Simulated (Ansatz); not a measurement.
BiTe under strain

Computed with DFT PBEsol, scalar-relativistic, plane waves, PAW in Ansatz. Run with 420 eV cutoff, 12×12×8 k-mesh, Gaussian smearing of 0.10 eV, no spin polarisation.

Starting point, cell and atoms relaxed:

```yaml
crystal:
  lattice:
    - [3.19715, 3.19715, 0.00000]
    - [-3.19715, 3.19715, 0.00000]
    - [0.00000, 0.00000, 6.39431]
  atoms:
    - { symbol: Bi, position: [0.00000, 0.00000, 0.00000] }
    - { symbol: Bi, position: [0.50000, 0.50000, 0.50000] }
    - { symbol: Te, position: [0.50000, 0.50000, 0.00000] }
    - { symbol: Te, position: [0.00000, 0.00000, 0.50000] }
```

Deformation: biaxial strain in the a-b plane, with the length and tilt of c and the atoms relaxed, all within the symmetry that the strain leaves. Energies are extrapolated to zero smearing.

Spin–orbit coupling is left out, which can shift energies with elements as heavy as these.

**Question.** Give the structure at -4.5 %.

**Answer.**
```yaml
crystal:
  lattice:
    - [3.05328, 3.05328, 0.00000]
    - [-3.05328, 3.05328, 0.00000]
    - [0.00000, 0.00000, 6.52349]
  atoms:
    - { symbol: Bi, position: [0.00000, 0.00000, 0.00000] }
    - { symbol: Bi, position: [0.50000, 0.50000, 0.50000] }
    - { symbol: Te, position: [0.50000, 0.50000, 0.00000] }
    - { symbol: Te, position: [0.00000, 0.00000, 0.50000] }
```
Space group I4/mmm (139), 68.8 meV/atom over the relaxed crystal.